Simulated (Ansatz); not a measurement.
**Sn (I4_1/amd), symmetry broken, then relaxed**

Theory: DFT PBE, scalar-relativistic, plane waves, PAW (Ansatz 0.2.0). Cutoff 420 eV, Γ-centred 12×12×12 k-points, Gaussian smearing of 0.15 eV. No spin polarisation. Energies are free energies at this smearing, counted from the undisturbed cell; pressure is positive in compression.

The starting cell (relaxed at this level):

```xyz
2
Lattice="-2.9643 2.9643 1.6163 2.9643 -2.9643 1.6163 2.9643 2.9643 -1.6163" Properties=species:S:1:pos:R:3 pbc="T T T"
Sn    0.0000    2.9643    0.8082
Sn    0.0000    0.0000    0.0000
```

The atoms are displaced (Å, in the unstrained cell):

| atom | ux | uy | uz |
| --- | --- | --- | --- |
| Sn1 | 0.116 | -0.292 | -0.205 |
| Sn2 | -0.116 | 0.292 | 0.205 |

Cell and atoms are then relaxed.

Does the relaxation return to the undisturbed structure?

No. It ends 2.1 meV/atom below it, nearly level but in another symmetry or volume. The disturbance itself cost 630.4 meV/atom. The final space group reads P6/mmm (tolerance 0.05 Å) and the volume changes by -0.03 %.

Final structure:

```
Sn
1.0
    -2.82953    3.07950    1.62774
     2.83094   -3.07965    1.63060
     2.82933    3.07946   -1.62801
Sn
2
Direct
  0.62663 0.12664 0.50007
  0.12337 0.12336 0.99993
```

The relaxation, step by step (energy from the first step; small jumps at an unchanged geometry come where the plane waves are selected anew for the new cell):

| step | ΔE (meV/atom) | largest force component (eV/Å) | pressure (GPa) |
| --- | --- | --- | --- |
| 1 | 0.0 | 5.412 | 10.41 |
| 2 | -565.0 | 0.859 | 0.80 |
| 3 | -607.8 | 0.353 | 0.62 |
| 4 | -627.4 | 0.077 | 0.67 |
| 5 | -632.2 | 0.005 | 0.10 |
| 6 | -632.4 | 0.002 | 0.02 |
| 7 | -632.4 | 0.001 | 0.00 |
| 8 | -632.4 | 0.001 | -0.01 |